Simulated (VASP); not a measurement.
# FeSi2 (Linzhiite) (P4/mmm) in VASP: further runs

One crystal, FeSi2 (Linzhiite), is run at these levels: r2SCAN; tasks: single point.

All numbers are computed with VASP 6.6.1; they aren't measurements. Logs are shortened: lines on timing, memory, paths and dates and some standing lists are left out, and cuts for length are marked.

### 1 The structure

Symmetry: P4/mmm, No. 123, tetragonal system. The conventional cell has a = 2.684 Å, b = 2.684 Å, c = 5.128 Å, α = 90.00°, β = 90.00°, γ = 90.00°. Fe (site symmetry 4/mmm) has 8 Si at 2.35 Å and 4 Fe at 2.68 Å as nearest neighbours. Si (site symmetry 4mm) has 4 Fe at 2.35 Å and 5 Si at 2.36 to 2.68 Å as nearest neighbours.

### 2 Single point, r2SCAN, collinear spin, ferromagnetic start

The input, INCAR:

```
SYSTEM = FeSi2
PREC = Accurate
ENCUT = 700
EDIFF = 1E-6
ISMEAR = 1
SIGMA = 0.15
LREAL = .False.
LASPH = .True.
NELM = 100
ALGO = Normal
ISIF = 2
LWAVE = .False.
LCHARG = .False.
ISPIN = 2
MAGMOM = 3 0 0
LORBIT = 11
LMAXMIX = 4
METAGGA = R2SCAN
LMIXTAU = .True.
ADDGRID = .False.
```

The input, KPOINTS:

```
regular mesh
0
Gamma
  7 7 4
  0 0 0
```

The input, POSCAR:

```
FeSi2
1.0
    2.6840000000      0.0000000000      0.0000000000
    0.0000000000      2.6840000000      0.0000000000
    0.0000000000      0.0000000000      5.1280000000
Fe Si
1 2
Direct
    0.0000000000      0.0000000000      0.0000000000
    0.5000000000      0.5000000000      0.7300000000
    0.5000000000      0.5000000000      0.2700000000
```

Potentials or basis: VASP PAW PBE potentials, release 64 (Fe, Si).

Launch:

```bash
cat potpaw_PBE.64/Fe/POTCAR potpaw_PBE.64/Si/POTCAR > POTCAR
mpirun -np 1 vasp_std > vasp.out
```

OUTCAR:

```text
SYSTEM = FeSi2
   PREC = Accurate
   ENCUT = 700
   EDIFF = 1E-6
   ISMEAR = 1
   LREAL = .False.
   LASPH = .True.
   NELM = 100
   ISIF = 2
   ISPIN = 2
   LORBIT = 11
   METAGGA = R2SCAN

 Found     30 irreducible k-points:

 Following reciprocal coordinates:
            Coordinates               Weight
  0.000000  0.000000  0.000000      1.000000
  0.142857  0.000000  0.000000      4.000000
  0.285714  0.000000  0.000000      4.000000
  0.428571  0.000000  0.000000      4.000000
  0.142857  0.142857  0.000000      4.000000
  0.285714  0.142857  0.000000      8.000000
   k-points           NKPTS =     30   k-points in BZ     NKDIM =     30   number of bands    NBANDS=     14
   number of dos      NEDOS =    301   number of ions     NIONS =      3
   total plane-waves  NPLWV =  27648
   dimension x,y,z NGX =    24 NGY =   24 NGZ =   48
   dimension x,y,z NGXF=    48 NGYF=   48 NGZF=   96
   ions per type =               1   2
   NGX,Y,Z   is equivalent  to a cutoff of  14.87, 14.87, 15.56 a.u.
   NGXF,Y,Z  is equivalent  to a cutoff of  29.73, 29.73, 31.12 a.u.
 SYSTEM =  FeSi2
   PREC   = accura    normal or accurate (medium, high low for compatibility)
   ISTART =      0    job   : 0-new  1-cont  2-samecut
   ICHARG =      2    charge: 1-file 2-atom 10-const
   ISPIN  =      2    spin polarized calculation?
   LNONCOLLINEAR =      F non collinear calculations
   LSORBIT =      F    spin-orbit coupling
   LASPH  =      T    aspherical Exc in radial PAW
   ENCUT  =  700.0 eV  51.45 Ry    7.17 a.u.   5.79  5.79 11.06*2*pi/ulx,y,z
   NELM   =    100;   NELMIN=  2; NELMDL= -5     # of ELM steps
   EDIFF  = 0.1E-05   stopping-criterion for ELM
   LREAL  =      F    real-space projection
   EDIFFG = 0.1E-04   stopping-criterion for IOM
   NSW    =      0    number of steps for IOM
   IBRION =     -1    ionic relax: 0-MD 1-quasi-New 2-CG
   NFREE  =      0    steps in history (QN), initial steepest desc. (CG)
   ISIF   =      2    stress and relaxation
   ISYM   =      2    0-nonsym 1-usesym 2-fastsym
   POTIM  = 0.5000    time-step for ionic-motion
   TEBEG  =    0.0;   TEEND  =   0.0 temperature during run
   PSTRESS=    0.0 pullay stress
   NELECT =      16.0000    total number of electrons
   NUPDOWN=      -1.0000    fix difference up-down
   EMIN   =  10.00;   EMAX   =-10.00  energy-range for DOS
   EFERMI =   0.00;   METHOD = LEGACY
   ISMEAR =     1;   SIGMA  =   0.15  broadening in eV -4-tet -1-fermi 0-gaus
   EFERMI_NEDOS =   21; number of points for ismear=-14 and -15
   IALGO  =     38    algorithm
   IMIX   =      4    mixing-type and parameters
     AMIX     =   0.40;   BMIX     =  1.00
     AMIX_MAG =   1.60;   BMIX_MAG =  1.00
  volume/ion in A,a.u.               =      12.31        83.10
  Fermi-wavevector in a.u.,A,eV,Ry     =   1.238636  2.340683 20.874330  1.534220
  Thomas-Fermi vector in A             =   2.373153
   LORBIT       =     11    0 simple, 1 ext, 2 COOP (PROOUT), +10 PAW based schemes
   METAGGA = R2SCAN    functional components
   LHFCALC =     F    Hartree Fock is set to
   AEXX    =    0.0000 exact exchange contribution
   IVDW    =     0    specifies the selected vdW correction
   LEPSILON=     F    determine dielectric tensor
   LRPA    =     F    only Hartree local field effects (RPA)
 spin polarized calculation
 Methfessel and Paxton  Order N= 1 SIGMA  =   0.15
  energy-cutoff  :      700.00
  volume of cell :       36.94
 maximum number of plane-waves:      1566
 NGX is ok and might be reduce to    24
   NGX = 11   NGY = 11   NGZ = 23

 number of electron      16.0000001 magnetization       0.2074188

 Free energy of the ion-electron system (eV)
  ---------------------------------------------------
  ext. energy  EPLUGINS =         0.00000000
  ---------------------------------------------------
  free energy    TOTEN  =       -32.55842915 eV

  energy without entropy =      -32.55998612  energy(sigma->0) =      -32.55894814

 E-fermi :  10.0572     XC(G=0): -12.7941

 val. band max:       10.0567616578   @ k =   0.4286   0.4286   0.5000
 cond. band min:      10.0795463450   @ k =   0.2857   0.0000   0.0000
 fundamental gap:      0.0227846873
 Fermi energy:        10.0571639766

 spin component 1

 k-point     1 :       0.0000    0.0000    0.0000
  band No.  band energies     occupation
      1      -4.7118      1.00000
      2       0.3160      1.00000
      3       1.5760      1.00000
      4       6.1487      1.00000
      5       8.1547      1.00000
      6       8.3205      1.00000
      7       8.3205      1.00000
      8       9.1257      1.00000
      9      14.8823      0.00000
     10      14.8823      0.00000
     11      16.9129      0.00000
     12      17.4790      0.00000
     13      18.2719      0.00000
     14      18.5316      0.00000

 k-point     2 :       0.1429    0.0000    0.0000
  band No.  band energies     occupation
      1      -4.2751      1.00000
      2       0.6227      1.00000
      3       1.9891      1.00000
      4       6.0896      1.00000
      5       7.9587      1.00000
      6       8.0981      1.00000
      7       8.3965      1.00000
      8       8.7845      1.00000
      9      11.9754     -0.00000
     10      15.4607      0.00000
     11      16.0826      0.00000
     12      17.4390      0.00000
     13      17.9387      0.00000
     14      18.8539      0.00000

 k-point     3 :       0.2857    0.0000    0.0000
  band No.  band energies     occupation
      1      -3.0022      1.00000
      2       1.4677      1.00000
      3       3.1591      1.00000
      4       4.9437      1.00000
      5       7.0711      1.00000
      6       7.6297      1.00000
      7       8.1465      1.00000
      8       8.5726      1.00000
      9      10.0795      0.37527
     10      13.3205      0.00000
     11      14.9920      0.00000
     12      16.8948      0.00000
     13      18.2173      0.00000
     14      18.7905      0.00000
[... 18 lines left out ...]
 k-point     5 :       0.1429    0.1429    0.0000
  band No.  band energies     occupation
      1      -3.8450      1.00000
      2       0.9296      1.00000
      3       2.3815      1.00000
      4       6.1444      1.00000
      5       7.6220      1.00000
      6       7.9652      1.00000
      7       8.4675      1.00000
      8       8.5098      1.00000
      9      11.8353     -0.00000
     10      13.0906      0.00000
     11      15.8583      0.00000
     12      17.8214      0.00000
     13      17.9013      0.00000
     14      19.2532      0.00000

 k-point     6 :       0.2857    0.1429    0.0000
  band No.  band energies     occupation
      1      -2.5935      1.00000
      2       1.7756      1.00000
      3       3.4588      1.00000
      4       5.2433      1.00000
      5       6.8013      1.00000
      6       7.5330      1.00000
      7       7.9997      1.00000
      8       8.8062      1.00000
      9      10.1313      0.13300
     10      13.5839      0.00000
     11      13.7150      0.00000
     12      15.4300      0.00000
     13      17.6793      0.00000
     14      19.2720      0.00000

 [... further k-points ...]

 spin component 2

 k-point     1 :       0.0000    0.0000    0.0000
  band No.  band energies     occupation
      1      -4.7443      1.00000
      2       0.2655      1.00000
      3       1.5942      1.00000
      4       6.7332      1.00000
      5       8.4721      1.00000
      6       8.4928      1.00000
      7       8.4928      1.00000
      8       9.2212      1.00000
      9      14.8545      0.00000
     10      14.8545      0.00000
     11      16.8956      0.00000
     12      17.6409      0.00000
     13      18.3348      0.00000
     14      18.5086      0.00000

 k-point     2 :       0.1429    0.0000    0.0000
  band No.  band energies     occupation
      1      -4.3068      1.00000
      2       0.5754      1.00000
      3       2.0071      1.00000
      4       6.6003      1.00000
      5       8.1020      1.00000
      6       8.4029      1.00000
      7       8.5720      1.00000
      8       8.8705      1.00000
      9      12.1371     -0.00000
     10      15.4405      0.00000
     11      16.1028      0.00000
     12      17.4287      0.00000
     13      18.0004      0.00000
     14      18.8923      0.00000

 k-point     3 :       0.2857    0.0000    0.0000
  band No.  band energies     occupation
      1      -3.0312      1.00000
      2       1.4334      1.00000
      3       3.1776      1.00000
      4       5.0981      1.00000
      5       7.1362      1.00000
      6       8.0234      1.00000
      7       8.2187      1.00000
      8       8.7558      1.00000
      9      10.5337     -0.00003
     10      13.3996      0.00000
     11      15.1122      0.00000
     12      16.8847      0.00000
     13      18.2515      0.00000
     14      18.7879      0.00000
[... 18 lines left out ...]
 k-point     5 :       0.1429    0.1429    0.0000
  band No.  band energies     occupation
      1      -3.8761      1.00000
      2       0.8855      1.00000
      3       2.3989      1.00000
      4       6.6229      1.00000
      5       7.7612      1.00000
      6       8.1351      1.00000
      7       8.6597      1.00000
      8       8.6689      1.00000
      9      12.0393     -0.00000
     10      13.1567      0.00000
     11      15.8946      0.00000
     12      17.8179      0.00000
     13      17.8925      0.00000
     14      19.2538      0.00000

 k-point     6 :       0.2857    0.1429    0.0000
  band No.  band energies     occupation
      1      -2.6224      1.00000
      2       1.7445      1.00000
      3       3.4756      1.00000
      4       5.3974      1.00000
      5       6.8867      1.00000
      6       7.7235      1.00000
      7       8.2612      1.00000
      8       8.9618      1.00000
      9      10.5754     -0.00001
     10      13.6575      0.00000
     11      13.7787      0.00000
     12      15.5559      0.00000
     13      17.6698      0.00000
     14      19.2741      0.00000

 [... further k-points ...]

------------------------ aborting loop because EDIFF is reached ----------------------------------------

  FORCE on cell =-STRESS in cart. coord.  units (eV):
  Direction    XX          YY          ZZ          XY          YZ          ZX
  --------------------------------------------------------------------------------------
  -------------------------------------------------------------------------------------
  Total        0.1920471      0.1920471     -0.8318988      0.0000000      0.0000000     -0.0000000
  in kB        8.3292372      8.3292372    -36.0801258      0.0000000      0.0000000     -0.0000000
  external PRESSURE =      -6.4738838 kB  Pullay stress =       0.0000000 kB

 VOLUME and BASIS-vectors are now :
 -----------------------------------------------------------------------------
  energy-cutoff  :      700.00
  volume of cell :       36.94
      direct lattice vectors                 reciprocal lattice vectors
     2.684000000  0.000000000  0.000000000     0.372578241  0.000000000  0.000000000
     0.000000000  2.684000000  0.000000000     0.000000000  0.372578241  0.000000000
     0.000000000  0.000000000  5.128000000     0.000000000  0.000000000  0.195007800

 POSITION                                       TOTAL-FORCE (eV/Angst)
 -----------------------------------------------------------------------------------
      0.00000      0.00000      0.00000         0.000000     -0.000000      0.000000
      1.34200      1.34200      3.74344         0.000000      0.000000     -0.153813
      1.34200      1.34200      1.38456         0.000000      0.000000      0.153813
 -----------------------------------------------------------------------------------
    total drift:                               -0.000000     -0.000000     -0.000000

  FREE ENERGIE OF THE ION-ELECTRON SYSTEM (eV)
  ---------------------------------------------------
  free  energy   TOTEN  =       -32.5584291539 eV

  energy  without entropy=      -32.5599861191  energy(sigma->0) =      -32.55894814

 total charge

# of ion       s       p       d       tot
------------------------------------------
    1        0.472   0.727   6.692   7.892
    2        0.723   0.910   0.000   1.633
    3        0.723   0.910   0.000   1.633
--------------------------------------------------
tot          1.918   2.548   6.692  11.158

 magnetization (x)

# of ion       s       p       d       tot
------------------------------------------
    1       -0.002  -0.009   0.256   0.246
    2       -0.002  -0.006   0.000  -0.007
    3       -0.002  -0.006   0.000  -0.007
--------------------------------------------------
tot         -0.005  -0.020   0.256   0.231
```

Run time: 2 min. Hardware: 1 thread of AMD EPYC 9R45 (Zen 5), shared host; peak memory 0.19 GiB.

The run converged, but some of its settings lie outside the range that counts as converged, so its numbers aren't taken as properties of the crystal.

What came out:

| Quantity | Value |
| --- | --- |
| Free energy | -32.5584 eV |
| Pressure | -0.6 GPa |
| Largest force | 0.154 eV/Å |
| Band gap on the k mesh | none (metal or under the smearing width) |
| Net moment | 0.21 μB per cell |
| Site moments | Fe +0.25; Si -0.01 μB |
| Valence electrons inside the program's atomic spheres | Fe 7.89; Si 1.63 |

Caveat: the PAW data sets were made with another functional, which shifts forces and pressure a little.

### 3 Single point, r2SCAN, collinear spin, ferromagnetic start

Edit INCAR of step 2 so:

```diff
@@ -2,3 +2,3 @@
 PREC = Accurate
-ENCUT = 700
+ENCUT = 300
 EDIFF = 1E-6
```

The input, KPOINTS:

```
regular mesh
0
Gamma
  11 11 6
  0 0 0
```

POSCAR is that of step 2.

Potentials or basis: VASP PAW PBE potentials, release 64 (Fe, Si).

Launch:

```bash
cat potpaw_PBE.64/Fe/POTCAR potpaw_PBE.64/Si/POTCAR > POTCAR
mpirun -np 1 vasp_std > vasp.out
```

OUTCAR:

```text
SYSTEM = FeSi2
   PREC = Accurate
   ENCUT = 300
   EDIFF = 1E-6
   ISMEAR = 1
   LREAL = .False.
   LASPH = .True.
   NELM = 100
   ISIF = 2
   ISPIN = 2
   LORBIT = 11
   METAGGA = R2SCAN

 Found     84 irreducible k-points:

 Following reciprocal coordinates:
            Coordinates               Weight
  0.000000  0.000000  0.000000      1.000000
  0.090909  0.000000  0.000000      4.000000
  0.181818  0.000000  0.000000      4.000000
[... 299 lines left out ...]

 VOLUME and BASIS-vectors are now :
 -----------------------------------------------------------------------------
  energy-cutoff  :      300.00
  volume of cell :       36.94
      direct lattice vectors                 reciprocal lattice vectors
     2.684000000  0.000000000  0.000000000     0.372578241  0.000000000  0.000000000
     0.000000000  2.684000000  0.000000000     0.000000000  0.372578241  0.000000000
     0.000000000  0.000000000  5.128000000     0.000000000  0.000000000  0.195007800

 POSITION                                       TOTAL-FORCE (eV/Angst)
 -----------------------------------------------------------------------------------
      0.00000      0.00000      0.00000         0.000000      0.000000      0.000000
      1.34200      1.34200      3.74344        -0.000000     -0.000000     -0.161628
      1.34200      1.34200      1.38456        -0.000000     -0.000000      0.161628
 -----------------------------------------------------------------------------------
    total drift:                               -0.000000      0.000000     -0.000000

  FREE ENERGIE OF THE ION-ELECTRON SYSTEM (eV)
  ---------------------------------------------------
  free  energy   TOTEN  =       -32.5483989641 eV

  energy  without entropy=      -32.5493761862  energy(sigma->0) =      -32.54872470

 total charge

# of ion       s       p       d       tot
------------------------------------------
    1        0.473   0.731   6.673   7.877
    2        0.724   0.912   0.000   1.636
    3        0.724   0.912   0.000   1.636
--------------------------------------------------
tot          1.921   2.555   6.673  11.149

 magnetization (x)

# of ion       s       p       d       tot
------------------------------------------
    1       -0.001  -0.008   0.216   0.207
    2       -0.002  -0.005   0.000  -0.006
    3       -0.002  -0.005   0.000  -0.006
--------------------------------------------------
tot         -0.004  -0.017   0.216   0.195
```

OSZICAR:

```text
N       E                     dE             d eps       ncg     rms          rms(c)
DAV:   1     0.304173626431E+02    0.30417E+02   -0.51075E+03  4832   0.732E+02
DAV:   2    -0.325515547887E+02   -0.62969E+02   -0.56423E+02  4992   0.180E+02
DAV:   3    -0.348202082176E+02   -0.22687E+01   -0.22191E+01  6378   0.376E+01
DAV:   4    -0.348588673092E+02   -0.38659E-01   -0.38625E-01  5330   0.504E+00
DAV:   5    -0.348597733403E+02   -0.90603E-03   -0.90592E-03  6370   0.752E-01    0.187E+01
DAV:   6    -0.364429744415E+02   -0.15832E+01   -0.26257E+01  5854   0.100E+02    0.189E+01
DAV:   7    -0.322656126836E+02    0.41774E+01   -0.11685E+01  6150   0.806E+01    0.627E+00
DAV:   8    -0.325090993639E+02   -0.24349E+00   -0.84150E-01  6310   0.793E+00    0.418E+00
DAV:   9    -0.325374545894E+02   -0.28355E-01   -0.17645E-01  5946   0.766E+00    0.166E+00
DAV:  10    -0.325455116700E+02   -0.80571E-02   -0.43792E-02  6528   0.352E+00    0.871E-01
DAV:  11    -0.325484478541E+02   -0.29362E-02   -0.66688E-03  6262   0.117E+00    0.293E-01
DAV:  12    -0.325483456374E+02    0.10222E-03   -0.78847E-04  7162   0.360E-01    0.886E-02
DAV:  13    -0.325483810058E+02   -0.35368E-04   -0.11248E-04  5760   0.134E-01    0.543E-02
DAV:  14    -0.325483952620E+02   -0.14256E-04   -0.23020E-05  7138   0.629E-02    0.239E-02
DAV:  15    -0.325483974594E+02   -0.21974E-05   -0.45525E-06  5752   0.298E-02    0.103E-02
DAV:  16    -0.325483988043E+02   -0.13449E-05   -0.10589E-06  3362   0.120E-02    0.429E-03
DAV:  17    -0.325483989641E+02   -0.15985E-06   -0.26899E-07  2778   0.536E-03
   1 F= -.32548399E+02 E0= -.32548725E+02  d E =0.977222E-03  mag=     0.1785
```

Wall time 93 s (1 thread of AMD EPYC 9R45 (Zen 5), shared host); peak memory 0.11 GiB.

The run converged, but some of its settings lie outside the range that counts as converged, so its numbers aren't taken as properties of the crystal.

Results:

```yaml
Free_energy: -32.5484 eV
Largest_force: 0.162 eV/Å
Band_gap_on_the_k_mesh: none (metal or under the smearing width)
Net_moment: 0.18 μB per cell
Site_moments: Fe +0.21; Si -0.01 μB
Valence_electrons_inside_the_program's_atomic_spheres: Fe 7.88; Si 1.64
```

Caveat: the cutoff is under 1.25 times the usual one of these potentials, so pressure, stress and relaxed cells hold a basis-set (Pulay) error; the PAW data sets were made with another functional, which shifts forces and pressure a little.

### 4 Single point, r2SCAN, collinear spin, ferromagnetic start

Edit INCAR of step 3 so:

```diff
@@ -2,3 +2,3 @@
 PREC = Accurate
-ENCUT = 300
+ENCUT = 450
 EDIFF = 1E-6
```

The input, KPOINTS:

```
regular mesh
0
Gamma
  9 9 5
  0 0 0
```

POSCAR is that of step 3.

Launch:

```bash
cat potpaw_PBE.64/Fe/POTCAR potpaw_PBE.64/Si/POTCAR > POTCAR
mpirun -np 1 vasp_std > vasp.out
```

Run time: 1.7 min. Hardware: 1 thread of AMD EPYC 9R45 (Zen 5), shared host; peak memory 0.14 GiB.

The run converged, but some of its settings lie outside the range that counts as converged, so its numbers aren't taken as properties of the crystal.

What came out:

```
Free energy                                           : -32.5604 eV
Pressure                                              : -1.1 GPa
Largest force                                         : 0.223 eV/Å
Band gap on the k mesh                                : none (metal or under the smearing width)
Net moment                                            : 0.11 μB per cell
Site moments                                          : Fe +0.13; Si -0.00 μB
Valence electrons inside the program's atomic spheres : Fe 7.89; Si 1.63
```

Caveat: the PAW data sets were made with another functional, which shifts forces and pressure a little.
